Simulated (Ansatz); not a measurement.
How MnAs answers to pressure

```xyz
2
Lattice="0.0000 2.5830 2.5830 2.5830 0.0000 2.5830 2.5830 2.5830 0.0000" Properties=species:S:1:pos:R:3 pbc="T T T"
Mn    0.0000    0.0000    0.0000
As    2.5830    2.5830    2.5830
```

The structure comes from a relaxation in the same program, started in the rocksalt type, and has space group Fm-3m. Whether it is a known phase or the ground state wasn't checked.

Other magnetic orders may lie lower; this is the state that the run reached.

The calculation used Ansatz 0.2.0, DFT, PBE, all-electron LAPW, scalar-relativistic.

Sampling and basis: a Γ-centred 12×12×12 k mesh, Fermi–Dirac smearing of 0.08 eV, basis error target 1 meV/atom, spin-polarised from start moments Mn1 4 μB.

The cell is scaled evenly with fractional coordinates held.

| V/V(cell) | P (GPa) | cell moment (μB) |
| --- | --- | --- |
| 0.9500 | 4.19 | 3.547 |
| 0.9750 | 2.00 | 3.624 |
| 1.0000 | 0.02 | 3.689 |
| 1.0250 | -1.75 | 3.743 |

(1) From the rows at 0.9750 and 1.0250, what is the bulk modulus at the cell's volume?

(2) How does the moment scale with volume?

(3) Predict the row at V/V(cell) = 1.0500. How far is a linear estimate of P off?

## Answers

(1) B = −ΔP/Δln V = −[(-1.75) − (2.00)]/0.05001 = 75.0 GPa.

(2) dln M/dln V = ln(3.743/3.624)/0.05001 = 0.6: expansion raises it.

(3) P = -3.33 GPa, moment 3.789 μB. The linear estimate P(cell) − B ln(V/V(cell)) = -3.64 GPa misses by 0.31 GPa, since the modulus falls on expansion.
